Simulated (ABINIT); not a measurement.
Input of an ABINIT 10.8.3 (patched build) run:

File run.abi:

```
# Datasets: one volume each
ndtset 7
getwfk -1
scalecart1 3*0.9795861087
scalecart2 3*0.9864848297
scalecart3 3*0.9932883884
scalecart4 3*1.0000000000
scalecart5 3*1.0066227096
scalecart6 3*1.0131594038
scalecart7 3*1.0196128224

# Pseudopotentials
pp_dirpath "./"
pseudos "Rh.GGA_PBE-JTH.xml"

# Structure
acell 3*1.0 Angstrom
rprim
     0.0000000000     1.8978500000     1.8978500000
     1.8978500000     0.0000000000     1.8978500000
     1.8978500000     1.8978500000     0.0000000000
ntypat 1
znucl 45
natom 1
typat 1
xred
     0.0000000000     0.0000000000     0.0000000000

# Plane-wave basis
ecut 13.0
pawecutdg 26.0

# k points
kptopt 1
ngkpt 12 12 12
nshiftk 1
shiftk 0.0 0.0 0.0

# Exchange and correlation
ixc 11

# Bands and occupations
nband 13
occopt 3
tsmear 0.05 eV

# SCF cycle
nstep 100
tolvrs 1.0e-9

# Output
iomode 3
prtwf 1
prtden 0
prteig 0
prtebands 0
enunit 1
```

Potentials or basis: JTH PAW PBE v2.0.

Launch:

```sh
$ abinit run.abi > log 2>&1
```

Problem. What does it give for the pressure derivative of the bulk modulus?

Solution. 5.5 (rough: it moves with the points fitted).

Problem. Predict the equilibrium volume.

Solution. 14.06 Å³/atom.

Problem. Predict the bulk modulus.

Solution. 259 GPa.

Energy against volume, from the lowest point:
```
volume (Å³/atom)  energy (meV/atom)
          12.851             100.42
          13.125              56.85
          13.398              27.01
          13.671               8.26
          13.945               0.00
          14.218               0.77
          14.492               9.56
```

Caveat: pressures at fixed basis lie under the slope of the energies. PBE usually gives volumes a little too large and moduli too small.

**What was measured.**

From “Thermal equation of state of rhodium characterized by XRD in a resistively heated diamond anvil cell”, 2024, pmc:11535440, for a bulk crystal of Rh: bulk modulus 264 ± 1 GPa.

Measured bulk modulus of Rh: 264 GPa (quoted in “Thermal equation of state of rhodium characterized by XRD in a resistively heated diamond anvil cell”, 2024, pmc:11535440). This calculation gives 259 GPa (-2.0 %). The fit is for a static lattice scaled at fixed shape and fixed fractional positions.
